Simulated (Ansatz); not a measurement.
# ZnO at a changed volume — ⁶⁷Zn NMR of the central transition

Cell: an entry of the Crystallography Open Database (COD), relaxed with PBE at fixed cell and then changed (volume scaled by 0.96, ions relaxed).

```
Zn O
1.0
     3.20548    0.00000    0.00000
    -1.60274    2.77603    0.00000
     0.00000    0.00000    5.13347
Zn O
2 2
Direct
  0.33333 0.66667 0.00048
  0.66667 0.33333 0.50048
  0.33333 0.66667 0.38162
  0.66667 0.33333 0.88162
```

Sites (sets of like atoms) are named by element and the number of their first atom in this list.

The numbers come from a DFT calculation in Ansatz (PBE, plane waves and PAW, scalar-relativistic, 420 eV cutoff, Γ-centred 11×11×6 k-points, Fermi–Dirac smearing 0.02 eV).

⁶⁷Zn has I = 5/2 and Q = 122.0 mb (Pyykkö 2018); at 7.05 T its Larmor frequency is ν₀ = 18.8 MHz. Only the quadrupole interaction is simulated: positions count from each site's isotropic chemical shift, and J coupling is left out, as are shift anisotropy and dipolar coupling, which fast spinning averages.

Simulated pattern of one Zn site (fast magic-angle spinning, Gaussian broadening 0.1 kHz):

| offset (kHz) | height |
| --- | --- |
| -2.332 | 0 |
| -2.277 | 1 |
| -2.222 | 3 |
| -2.168 | 5 |
| -2.113 | 5 |
| -2.058 | 5 |
| -2.003 | 5 |
| -1.949 | 6 |
| -1.894 | 6 |
| -1.839 | 6 |
| -1.784 | 6 |
| -1.729 | 6 |
| -1.675 | 6 |
| -1.620 | 6 |
| -1.565 | 6 |
| -1.510 | 8 |
| -1.456 | 24 |
| -1.401 | 64 |
| -1.346 | 76 |
| -1.291 | 59 |
| -1.236 | 48 |
| -1.182 | 43 |
| -1.127 | 40 |
| -1.072 | 38 |
| -1.017 | 38 |
| -0.963 | 37 |
| -0.908 | 37 |
| -0.853 | 37 |
| -0.798 | 38 |
| -0.743 | 39 |
| -0.689 | 40 |
| -0.634 | 42 |
| -0.579 | 46 |
| -0.524 | 50 |
| -0.470 | 59 |
| -0.415 | 77 |
| -0.360 | 100 |
| -0.305 | 70 |
| -0.251 | 16 |
| -0.196 | 1 |

Problem. Which |C_Q| and η does the pattern imply?

Solution. The pattern spans 1.92 kHz before broadening and its centre of gravity is at -0.894 kHz, which fixes P_Q; the places of the horns and steps fix η. That gives P_Q = 1.67 MHz, |C_Q| = 1.67 MHz and η = 0.00. The sign of C_Q can't be read from the pattern.

An axis of threefold or higher order runs through Zn, so V_zz lies along it and η is zero.

With a gap of 0.9 eV on this mesh, small gradients can still move by 0.1 × 10²¹ V/m² or more as the k-mesh gets denser. At this changed cell the PBE pressure is 12 GPa.
